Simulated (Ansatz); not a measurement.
Crystal: HfC.

```xyz
2
Lattice="0.0000 2.3250 2.3250 2.3250 0.0000 2.3250 2.3250 2.3250 0.0000" Properties=species:S:1:pos:R:3 pbc="T T T"
Hf    2.3250    2.3250    2.3250
C     0.0000    0.0000    0.0000
```

Base run:

```yaml
Program: Ansatz 0.2.0
Functional: PBE
Potentials_or_basis: Ansatz PAW
Cutoff: "420 eV (not typed: the program's choice for these potentials)"
k_mesh: 7 × 7 × 7
Occupations: fermi-dirac, width 0.05 eV
Spin: spin-orbit coupling, no magnetisation
```

Its results: band gap on the k mesh none (metal or under the smearing width); pressure -0.4 GPa.

The run is repeated on the same cell with these changes: functional from PBE to LDA. What comes out?

Band gap on the k mesh none (metal or under the smearing width); pressure -12.5 GPa.

LDA binds more tightly than PBE, so the same cell stands under less pressure.

Caveats: the PAW data sets come from PBE, with cores solved anew for the run's functional, which leaves a small shift of forces and pressure (some runs).
